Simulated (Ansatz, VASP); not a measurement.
**SnTe: VASP beside Ansatz**

```
CELL_PARAMETERS angstrom
0.00000 3.20435 3.20435
3.20435 0.00000 3.20435
3.20435 3.20435 0.00000
ATOMIC_POSITIONS crystal
Sn 0.00000 0.00000 0.00000
Te 0.50000 0.50000 0.50000
```

Alike in both runs: functional PBE; k mesh 12 × 12 × 12; occupations fermi-dirac, width 0.05 eV; no spin polarisation.

Ansatz relaxed the structure, and its values are those at the end. VASP's run is a single point on that final structure, the one shown.

```csv
,VASP,Ansatz
version,VASP 6.6.1,Ansatz 0.2.0
potentials or method,"VASP PAW PBE potentials, release 64 (Sn_d, Te)","PAW with Ansatz's default frozen-core files, scalar-relativistic"
plane-wave cutoff (eV),520,420
valence electrons in the cell,20,30
```

|  | VASP | Ansatz | Ansatz less VASP |
| --- | --- | --- | --- |
| pressure (GPa) | 0.0 | 0.0 | +0.02 |

The two sets of potentials don't hold the same shells in valence.
